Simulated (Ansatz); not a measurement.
A run of Ansatz 0.2.0 is set up as follows.

input.yaml

```yaml
crystal:
  lattice:
    - [-2.6975585167, 2.6975585167, 2.6975585167]
    - [2.6975585167, -2.6975585167, 2.6975585167]
    - [2.6975585167, 2.6975585167, -2.6975585167]
  atoms:
    - { symbol: K, position: [0.0, 0.0, 0.0] }
hamiltonian:
  xc: hse06
  pseudopotentials: { kind: paw, source: ansatz }
  dispersion: d3bj
kpoints:
  mp_grid: { grid: [5, 5, 5] }
  band_path:
    path:
      - [[0.0, 0.0, 0.0], [0.5, -0.5, 0.5], [0.0, 0.0, 0.5], [0.0, 0.0, 0.0], [0.25, 0.25, 0.25], [0.5, -0.5, 0.5]]
      - [[0.25, 0.25, 0.25], [0.0, 0.0, 0.5]]
    npoints: 4
scf:
  occupations: { method: fermi_dirac, width: 0.05 }
  n_extra_bands: 6
output:
  forces: true
  stress: true
  eigenvalues: true
  fatbands: false
  write_density: true
  write_potential: true
  elf: true
  volumetric_format: npy
accuracy: high
```

Potentials or basis: Ansatz PAW earlier set.

The run is started by

```bash
$ ansatz run input.yaml --threads 1 --pin off --max-ram 2560MiB --backend cpu --events-out ev --progress --plain --runs-dir out
```

Question: Predict the pressure.

Answer: -0.5 GPa.

Question: Predict the band gap on the k mesh.

Answer: None (metal or under the smearing width).

Levels at the corners of the path, in eV from the Fermi level:
```tsv
point	band 2	band 3	band 4	band 5	band 6	band 7
Γ	-17.34	-17.34	-17.34	-2.48	4.78	4.78
H	-17.38	-17.38	-17.38	1.93	1.93	3.50
N	-17.40	-17.36	-17.34	0.50	0.64	3.55
Γ	-17.34	-17.34	-17.34	-2.48	4.78	4.78
P	-17.37	-17.37	-17.37	1.58	1.58	1.58
H	-17.38	-17.38	-17.38	1.93	1.93	3.50
P	-17.37	-17.37	-17.37	1.58	1.58	1.58
N	-17.40	-17.36	-17.34	0.50	0.64	3.55
```

Caveat: pairwise dispersion overbinds metals, which lowers pressure and volume; the PAW data sets come from PBE, with cores solved anew for the run's functional, which leaves a small shift of forces and pressure; the thresholds are loose for stress.
